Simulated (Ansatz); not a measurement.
Reaction (formal exchange of groups at a Te–C bond): `C[Te]C(F)(F)F` + `C=CF` → `C=C(F)[Te]C` + trifluoromethane

Gas-phase electronic energies from Ansatz, PBE0-D4/def2-TZVP geometries. CBS: MP2 limit from def2 TZ/QZ plus the TZ coupled-cluster correction, frozen cores. This one scheme is used for every species. DFT in def2-TZVPP. B3LYP here is the variant with VWN-RPA as its local correlation; programs differ in this. def2 core potentials past Kr. For Te outer-core shells are correlated without core-valence functions, which leaves a few kJ/mol of doubt a bond. One conformer a species, not always the lowest.

`C[Te]C(F)(F)F`:

Cartesian coordinates in Å:
```
C 1.568 -0.139 0.152
Te -0.121 -0.801 1.275
C -1.511 0.113 -0.114
F -1.344 1.436 -0.207
F -2.762 -0.112 0.294
F -1.390 -0.377 -1.352
H 2.450 -0.496 0.682
H 1.576 0.948 0.113
H 1.534 -0.571 -0.844
```

`C=CF`:

Cartesian coordinates in Å:
```
C -0.436 0.439 -0.330
C 0.415 -0.396 0.227
F 0.375 -0.695 1.529
H -1.212 0.926 0.246
H -0.358 0.645 -1.388
H 1.216 -0.919 -0.284
```

`C=C(F)[Te]C`:

Cartesian coordinates in Å:
```
C -1.090 -0.786 1.780
C -0.611 0.084 0.907
F -1.439 0.937 0.282
Te 1.417 0.365 0.446
C 1.102 0.411 -1.667
H -0.431 -1.503 2.248
H -2.143 -0.789 2.035
H 0.794 -0.571 -2.018
H 2.052 0.691 -2.120
H 0.350 1.162 -1.894
```

`FC(F)F`:

Z-matrix (Å, degrees):
```
C
F 1 1.331
F 1 1.331 2 108.5
F 1 1.331 2 108.5 3 -117.7
H 1 1.093 2 110.4 3 121.1
```

**Question.** Is it downhill or uphill in electronic energy at CCSD(T)/CBS, and by how much? (Best estimate.)

**Answer.** Computed: Downhill: ΔE = -22.5 kJ/mol.

**Question.** What do these levels give: B3LYP-D4, ωB97X-V, PBE0, CCSD(T)/def2-TZVPP, HF/def2-QZVPP, SCS-MP2/def2-QZVPP? (Best estimate.)

**Answer.** Computed: B3LYP-D4 -18.1, ωB97X-V -17.2, PBE0 -20.4, CCSD(T)/def2-TZVPP -26.4, HF/def2-QZVPP -25.9, SCS-MP2/def2-QZVPP -28.3 kJ/mol.

Largest T1 diagnostic among the species: 0.012.

From PBE to PBE0 (25 % exact exchange), in def2-TZVPP and without D4, ΔE moves by −3.8 kJ/mol.
